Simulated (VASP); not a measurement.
ZnS (Wurtzite-4H): relaxation of cell and atoms with PBE

ZnS (Wurtzite-4H):

```
CELL_PARAMETERS angstrom
3.82270 0.00000 0.00000
-1.91135 3.31056 0.00000
0.00000 0.00000 12.52000
ATOMIC_POSITIONS crystal
Zn 0.66667 0.33333 0.75000
Zn 0.33333 0.66667 0.25000
Zn 0.00000 0.00000 0.50000
Zn 0.00000 0.00000 0.00000
S 0.66667 0.33333 0.93750
S 0.33333 0.66667 0.43750
S 0.00000 0.00000 0.68750
S 0.00000 0.00000 0.18750
```

```
Program                : VASP 6.6.1
Task                   : relaxation of cell and atoms
Functional             : PBE
Potentials or basis    : VASP PAW PBE potentials, release 64 (Zn, S_h)
Cutoff                 : 980 eV
k mesh                 : 8 × 8 × 3
Occupations            : fermi-dirac, width 0.05 eV
Spin                   : no spin polarisation
Further INCAR settings : ALGO = Normal; EDIFF = 1e-07; IBRION = 2; EDIFFG = -0.02; NSW = 40; ISIF = 3
```

```
Relaxed volume                         : 20.23 Å³/atom
Relaxed cell                           : a = 3.851 Å, b = 3.851 Å, c = 12.604 Å, α = 90.00°, β = 90.00°, γ = 120.00°
Space group after relaxing (to 0.05 Å) : P6_3mc (No. 186)
Energy gained by relaxing              : 2.1 meV/atom
Ionic steps                            : 3
Pressure after relaxing                : 0.0 GPa
Largest force after relaxing           : 0.016 eV/Å
Band gap on the k mesh                 : 2.04 eV, direct
```

Forces in eV/Å, atoms in the order of the input:
```
Zn   0.000  0.000  0.001
Zn   0.000  0.000  0.001
Zn   0.000  0.000  0.004
Zn   0.000  0.000  0.004
S    0.000  0.000  0.011
S    0.000  0.000  0.011
S    0.000  0.000 -0.016
S    0.000  0.000 -0.016
```

Step by step:
| step | energy change (eV) | largest force (eV/Å) | pressure (GPa) | volume (Å³) |
| --- | --- | --- | --- | --- |
| 1 | 0.0000 | 0.0437 | 1.57 | 158.44 |
| 2 | -0.0151 | 0.0109 | -0.44 | 162.92 |
| 3 | -0.0165 | 0.0158 | 0.02 | 161.87 |

Final structure:
```cif
data_structure
_symmetry_space_group_name_H-M 'P 1'
_symmetry_Int_Tables_number 1
_cell_length_a 3.8509
_cell_length_b 3.8509
_cell_length_c 12.6043
_cell_angle_alpha 90.000
_cell_angle_beta 90.000
_cell_angle_gamma 120.000
_cell_volume 161.87
loop_
_atom_site_label
_atom_site_type_symbol
_atom_site_fract_x
_atom_site_fract_y
_atom_site_fract_z
_atom_site_occupancy
Zn1 Zn 0.66667 0.33333 0.75002 1
Zn2 Zn 0.33333 0.66667 0.25002 1
Zn3 Zn 0.00000 0.00000 0.50007 1
Zn4 Zn 0.00000 0.00000 0.00007 1
S1 S 0.66667 0.33333 0.93754 1
S2 S 0.33333 0.66667 0.43754 1
S3 S 0.00000 0.00000 0.68737 1
S4 S 0.00000 0.00000 0.18737 1
```

Levels at points of the mesh, in eV from the valence-band top:
```tsv
k point	band 32	band 33	band 34	band 35	band 36	band 37	band 38	band 39	band 40	band 41
(0.00, 0.00, 0.00)	-0.44	-0.44	-0.04	0.00	0.00	2.04	3.15	3.32	3.55	6.35
(0.50, 0.00, 0.00)	-1.54	-1.53	-1.51	-1.06	-0.84	3.29	3.38	3.77	4.35	4.86
```

It took 9.6 min on 1 thread of AMD EPYC 9R45 (Zen 5) (shared host), peak memory 0.63 GiB.

Caveat: an odd mesh through Γ misses points on the zone boundary, where band edges often lie.
